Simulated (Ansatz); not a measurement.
# TePb (Fm-3m) in Ansatz: a series of runs

Runs on TePb. Level: exchange-only PBE. Tasks: single point, equation of state.

Program: Ansatz 0.2.0. These are calculated values, not measurements. Logs are shortened: lines on timing, memory, paths and dates and some standing lists are left out, and cuts for length are marked.

## (1) The structure

It takes space group Fm-3m (No. 225, cubic). The conventional cell has a = 6.462 Å, b = 6.462 Å, c = 6.462 Å, α = 90.00°, β = 90.00°, γ = 90.00°. Pb (site symmetry m-3m) is surrounded by 6 Te at 3.23 Å. Te (site symmetry m-3m) is surrounded by 6 Pb at 3.23 Å.

## (2) Single point, exchange-only PBE, 31.71 Å³/atom (volume scaled by 0.94)

The input, input.yaml:

```yaml
crystal:
  lattice:
    - [0.0, 3.1650427173, 3.1650427173]
    - [3.1650427173, 0.0, 3.1650427173]
    - [3.1650427173, 3.1650427173, 0.0]
  atoms:
    - { symbol: Pb, position: [0.0, 0.0, 0.0] }
    - { symbol: Te, position: [0.5, 0.5, 0.5] }
hamiltonian:
  xc: { exchange: pbe, correlation: none }
  pseudopotentials: { kind: paw }
kpoints:
  mp_grid: { grid: [7, 7, 7] }
scf:
  occupations: { method: fermi_dirac, width: 0.05 }
output:
  forces: true
  stress: true
  eigenvalues: true
```

Potentials or basis: Ansatz PAW.

Run with:

```
$ ansatz run input.yaml --threads 2 --pin off --max-ram 5120MiB --backend cpu --events-out ev --progress --plain --runs-dir out
```

Output:

```text
Warning: RAYON_NUM_THREADS=2 ignored (pool sized by the plan → 2); use --threads N
Engine: ansatz 0.2.0, aarch64-unknown-linux-gnu
Pseudopotentials: kind: paw
Pseudopotential: Pb, paw, valence charge 14, recommended cutoff 420 eV (normal), Pb.paw.azcp
Pseudopotential: Te, paw, valence charge 16, recommended cutoff 420 eV (normal), Te.paw.azcp
Functional definition: unnamed
  exchange = pbe_x
  correlation = 0
Crystal: 2 atoms, lattice volume = 63.412 Å³
Basis set: ecut = 420 eV, 1243 PW (Γ), exchange–correlation on 60×60×60 points (8 copies of the dense FFT grid, shifted against one another)
Bands: 19, of which v1, the nominal top of the filled ones, is band 15 counted from 1 (14 counted from 0)
Symmetry: 48 space group operations
Space group: Fm-3m (ITA 225), of the structure as read, at distance tolerance 4.0e-5 Å
k-points: 20 of 343
Non-local potential: Pb, projectors of the file, l = 0: 2, l = 1: 2, l = 2: 2, l = 3: 2
Non-local potential: Te, projectors of the file, l = 0: 2, l = 1: 2, l = 2: 2, l = 3: 2
PAW form: soft (Blöchl's): semilocal exchange-correlation on the pseudo side does not see the compensation charge
PAW frozen core: Pb, regenerated for the run's functional, and the local potential with it (the file was generated under x = pbe(κ = 0.804, μ = 0.2195149727645171), c = pbe(β = 0.06672455060314922))
PAW frozen core: Te, regenerated for the run's functional, and the local potential with it (the file was generated under x = pbe(κ = 0.804, μ = 0.2195149727645171), c = pbe(β = 0.06672455060314922))
PAW one-centre angular grid: Pb, 590 points (default); XC on 64 Gauss nodes
PAW one-centre angular grid: Te, 590 points (default); XC on 64 Gauss nodes
Initial density: superposition of atomic densities (neutral atoms: chi_scale 0, normalization atom), corrected by the library's trained network
Initial wavefunctions: pseudopotential atomic-orbital guess
Functional: x = pbe(κ = 0.804, μ = 0.2195149727645171), c = none
SCF iter   1: F=—  HF=-18672.785872 eV  |F-HF|=—  |Δ(HF+E_count)|=         —  Δρ=6.74e-3  dr2=2.24e-2  ethr=1.77e-3  ⟨swp⟩=6.3  Hψ=1988  notcnv=0
preconditioner: auto → none  [insulator: Δε(μ)=1.010 eV  Ē_g=14.855 eV  σ=0.050 eV  W_gap=1.00  n_scr=14 (ndim 8)  ℏωp=20.9 eV  f_vac=0.009  D(μ)=0.00/eV (n_scr^D=0)  ε∞_Penn≈3.0]
SCF iter   2: F=—  HF=-18672.775916 eV  |F-HF|=—  |Δ(HF+E_count)|=   9.96e-3  Δρ=1.84e-3  dr2=1.65e-3  ethr=7.48e-5  ⟨swp⟩=2.3  Hψ=828  notcnv=0
SCF iter   3: F=—  HF=-18672.775376 eV  |F-HF|=—  |Δ(HF+E_count)|=   5.40e-4  Δρ=5.64e-4  dr2=1.91e-4  ethr=5.50e-6  ⟨swp⟩=2.0  Hψ=665  notcnv=0
SCF iter   4: F=—  HF=-18672.775404 eV  |F-HF|=—  |Δ(HF+E_count)|=   2.84e-5  Δρ=1.39e-4  dr2=8.72e-6  ethr=6.35e-7  ⟨swp⟩=2.0  Hψ=465  notcnv=0
SCF iter   5: F=—  HF=-18672.775410 eV  |F-HF|=—  |Δ(HF+E_count)|=   5.75e-6  Δρ=2.61e-5  dr2=1.71e-7  ethr=2.91e-8  ⟨swp⟩=2.0  Hψ=541  notcnv=0
SCF iter   6: F=-18672.775410 eV  HF=-18672.775410 eV  |F-HF|=3.62e-9  |Δ(HF+E_count)|=   5.46e-7  Δρ=3.80e-6  dr2=9.20e-9  ethr=3.33e-10  ⟨swp⟩=6.7  Hψ=1845  notcnv=0
SCF 1 converged in 6 iterations: F = -18672.775410 eV  dr2 = 9.20e-9
SCF converged after 6 iterations
Free energy (F): -18672.775410 eV
Harris-Foulkes:  -18672.775410 eV  (|F-HF|=3.62e-9)
Internal energy: -18672.775408 eV  (E = F + TS)
E sigma→0 (E₀):  -18672.775409 eV
Entropy (-TS):   -0.000002 eV (-0.001 meV/atom)
Fermi energy:    11.645119 eV
--- Per-component energies (eV) ---
  E_band       = -242.599144
  E_kinetic    = 472.279031
  E_local      = -2283.899928  (includes V_loc(G=0)·N_el)
  E_nonlocal   = 29.632953
  E_hartree    = 1219.115909
  E_xc         = -317.751924
  E_vxc        = -214.849063  (∫ρ·V_xc dr)
  E_paw        = -14880.094110  (= ΣΔE_a)
  E_vpaw       = -683.994354  (= ΣTr[D̂ρ^β])
  E_aug_tail   = -0.000150  (compensation charges beyond the density's cutoff)
  E_ewald      = -2912.372010
  E_core_change = 0.314821  (= ΣΔE_core)
  E_smearing   = -0.000002  (= −TS)
  E_closure    = 0.000000  (closes the sum)
  Σ components = -18672.775410   (vs F -18672.775410, Δ=0.00e0)
--- Forces (eV/Å), atoms counted from 1 ---
  atom   1  Pb    -0.00000000     0.00000000     0.00000000
  atom   2  Te     0.00000000     0.00000000    -0.00000000
  max |Σ_I F_I| component: 2.43e-29 eV/Å
--- Stress (GPa, compression-positive) ---
       14.587371      -0.000000      -0.000000
        0.000000      14.587371      -0.000000
        0.000000       0.000000      14.587371
  P = ⅓ Tr σ = 14.5874 GPa (145.874 kbar)
--- Band table (eV; the first three rows and the last of 20) ---
  k-point 0: bands = ["-24.8401", "-24.8401", "-24.8320", "-24.8320", "-24.8320", "-5.5071", "-5.5071", "-5.4952", "-5.4952", "-5.4952", "-1.3291", "5.7148", "9.6191", "9.6191", "9.6191", "15.3160", "15.3160", "15.3160", "17.0907"]
  k-point 1: bands = ["-24.8401", "-24.8401", "-24.8320", "-24.8319", "-24.8319", "-5.5109", "-5.5109", "-5.4947", "-5.4916", "-5.4916", "-1.1403", "5.0412", "9.6802", "9.6802", "10.0244", "14.3973", "14.5423", "14.5423", "16.9712"]
  k-point 2: bands = ["-24.8399", "-24.8399", "-24.8318", "-24.8316", "-24.8316", "-5.5205", "-5.5205", "-5.4938", "-5.4821", "-5.4821", "-0.6026", "3.6960", "9.8652", "9.8652", "10.6522", "13.0840", "13.3213", "13.3213", "17.5990"]
  k-point 19: bands = ["-24.8403", "-24.8396", "-24.8317", "-24.8314", "-24.8308", "-5.5699", "-5.5121", "-5.4900", "-5.4808", "-5.4638", "0.7088", "2.8795", "6.9365", "7.6111", "10.4141", "13.1398", "16.0544", "16.9149", "17.5198"]
```

Run time: 0.83 s. Hardware: 2 threads of Arm Neoverse V2, shared host; peak memory 0.32 GiB.

What came out:

| Property | Result |
| --- | --- |
| Free energy | -18672.7754 eV |
| Pressure | 14.6 GPa |

Caveat: this odd mesh misses L, where the gap lies, so gap, dielectric constants and Born charges aren't listed; the PAW data sets come from PBE, with cores solved anew for the run's functional, which leaves a small shift of forces and pressure.

## (3) Single point, exchange-only PBE, 32.38 Å³/atom (volume scaled by 0.96)

input.yaml, as its differences from that of step 2:

```diff
@@ -2,5 +2,5 @@
   lattice:
-    - [0.0, 3.1650427173, 3.1650427173]
-    - [3.1650427173, 0.0, 3.1650427173]
-    - [3.1650427173, 3.1650427173, 0.0]
+    - [0.0, 3.1873324849, 3.1873324849]
+    - [3.1873324849, 0.0, 3.1873324849]
+    - [3.1873324849, 3.1873324849, 0.0]
   atoms:
```

Potentials or basis: Ansatz PAW.

Run with:

```
$ ansatz run input.yaml --threads 2 --pin off --max-ram 5120MiB --backend cpu --events-out ev --progress --plain --runs-dir out
```

It took 0.81 s on 2 threads of Arm Neoverse V2, shared host; peak memory 0.32 GiB.

The run converged. Its results:

* Free energy: -18672.8914 eV
* Pressure: 13.0 GPa

Caveat: this odd mesh misses L, where the gap lies, so gap, dielectric constants and Born charges aren't listed; the PAW data sets come from PBE, with cores solved anew for the run's functional, which leaves a small shift of forces and pressure.

## (4) Single point, exchange-only PBE, 33.05 Å³/atom (volume scaled by 0.98)

input.yaml, as its differences from that of step 3:

```diff
@@ -2,5 +2,5 @@
   lattice:
-    - [0.0, 3.1873324849, 3.1873324849]
-    - [3.1873324849, 0.0, 3.1873324849]
-    - [3.1873324849, 3.1873324849, 0.0]
+    - [0.0, 3.2093147829, 3.2093147829]
+    - [3.2093147829, 0.0, 3.2093147829]
+    - [3.2093147829, 3.2093147829, 0.0]
   atoms:
```

Run with:

```
$ ansatz run input.yaml --threads 2 --pin off --max-ram 5120MiB --backend cpu --events-out ev --progress --plain --runs-dir out
```

It took 0.85 s on 2 threads of Arm Neoverse V2, shared host; peak memory 0.33 GiB.

It converged, with:

- Free energy: -18672.9944 eV
- Pressure: 11.5 GPa

Caveat: this odd mesh misses L, where the gap lies, so gap, dielectric constants and Born charges aren't listed; the PAW data sets come from PBE, with cores solved anew for the run's functional, which leaves a small shift of forces and pressure.

## (5) Single point, exchange-only PBE, 33.73 Å³/atom

input.yaml, as its differences from that of step 4:

```diff
@@ -2,5 +2,5 @@
   lattice:
-    - [0.0, 3.2093147829, 3.2093147829]
-    - [3.2093147829, 0.0, 3.2093147829]
-    - [3.2093147829, 3.2093147829, 0.0]
+    - [0.0, 3.231, 3.231]
+    - [3.231, 0.0, 3.231]
+    - [3.231, 3.231, 0.0]
   atoms:
```

Run with:

```
$ ansatz run input.yaml --threads 2 --pin off --max-ram 5120MiB --backend cpu --events-out ev --progress --plain --runs-dir out
```

Wall time 0.87 s (2 threads of Arm Neoverse V2, shared host); peak memory 0.33 GiB.

Results (log left out):

- Free energy: -18673.0857 eV
- Pressure: 10.2 GPa

Caveat: this odd mesh misses L, where the gap lies, so gap, dielectric constants and Born charges aren't listed; the PAW data sets come from PBE, with cores solved anew for the run's functional, which leaves a small shift of forces and pressure.

## (6) Single point, exchange-only PBE, 34.40 Å³/atom (volume scaled by 1.02)

input.yaml, as its differences from that of step 5:

```diff
@@ -2,5 +2,5 @@
   lattice:
-    - [0.0, 3.231, 3.231]
-    - [3.231, 0.0, 3.231]
-    - [3.231, 3.231, 0.0]
+    - [0.0, 3.2523979746, 3.2523979746]
+    - [3.2523979746, 0.0, 3.2523979746]
+    - [3.2523979746, 3.2523979746, 0.0]
   atoms:
```

Potentials or basis: Ansatz PAW.

Run with:

```
$ ansatz run input.yaml --threads 2 --pin off --max-ram 5120MiB --backend cpu --events-out ev --progress --plain --runs-dir out
```

It took 0.9 s on 2 threads of Arm Neoverse V2, shared host; peak memory 0.33 GiB.

The run converged. Its results:

* Free energy: -18673.1663 eV
* Pressure: 9.0 GPa

Caveat: this odd mesh misses L, where the gap lies, so gap, dielectric constants and Born charges aren't listed; the PAW data sets come from PBE, with cores solved anew for the run's functional, which leaves a small shift of forces and pressure.

## (7) Single point, exchange-only PBE, 35.08 Å³/atom (volume scaled by 1.04)

input.yaml, as its differences from that of step 6:

```diff
@@ -2,5 +2,5 @@
   lattice:
-    - [0.0, 3.2523979746, 3.2523979746]
-    - [3.2523979746, 0.0, 3.2523979746]
-    - [3.2523979746, 3.2523979746, 0.0]
+    - [0.0, 3.2735180337, 3.2735180337]
+    - [3.2735180337, 0.0, 3.2735180337]
+    - [3.2735180337, 3.2735180337, 0.0]
   atoms:
```

Run with:

```
$ ansatz run input.yaml --threads 2 --pin off --max-ram 5120MiB --backend cpu --events-out ev --progress --plain --runs-dir out
```

Wall time 0.91 s (2 threads of Arm Neoverse V2, shared host); peak memory 0.33 GiB.

It converged, with:

```yaml
Free_energy: -18673.2372 eV
Pressure: 7.9 GPa
```

Caveat: this odd mesh misses L, where the gap lies, so gap, dielectric constants and Born charges aren't listed; the PAW data sets come from PBE, with cores solved anew for the run's functional, which leaves a small shift of forces and pressure.

## (8) Single point, exchange-only PBE, 35.75 Å³/atom (volume scaled by 1.06)

input.yaml, as its differences from that of step 7:

```diff
@@ -2,5 +2,5 @@
   lattice:
-    - [0.0, 3.2735180337, 3.2735180337]
-    - [3.2735180337, 0.0, 3.2735180337]
-    - [3.2735180337, 3.2735180337, 0.0]
+    - [0.0, 3.2943690292, 3.2943690292]
+    - [3.2943690292, 0.0, 3.2943690292]
+    - [3.2943690292, 3.2943690292, 0.0]
   atoms:
```

Run with:

```
$ ansatz run input.yaml --threads 2 --pin off --max-ram 5120MiB --backend cpu --events-out ev --progress --plain --runs-dir out
```

It took 0.87 s on 2 threads of Arm Neoverse V2, shared host; peak memory 0.33 GiB.

It converged, with:

| Property | Result |
| --- | --- |
| Free energy | -18673.2992 eV |
| Pressure | 6.9 GPa |

Caveat: this odd mesh misses L, where the gap lies, so gap, dielectric constants and Born charges aren't listed; the PAW data sets come from PBE, with cores solved anew for the run's functional, which leaves a small shift of forces and pressure.

## (9) Equation of state, exchange-only PBE

Potentials or basis: Ansatz PAW.

This step only gathers the single runs of the series.

Results:

```yaml
Equilibrium_volume: outside the volumes run
```

Energy against volume, from the lowest point:
```tsv
volume (Å³/atom)	energy (meV/atom)
31.706	261.90
32.380	203.92
33.055	152.40
33.730	106.74
34.404	66.44
35.079	31.00
35.753	0.00
```

Caveat: the potentials were made for another functional, which shifts forces and pressure; this odd mesh misses L, where the gap lies, so gap, dielectric constants and Born charges aren't listed. The run has no spin-orbit coupling, so splittings on Pb, Te are missing.
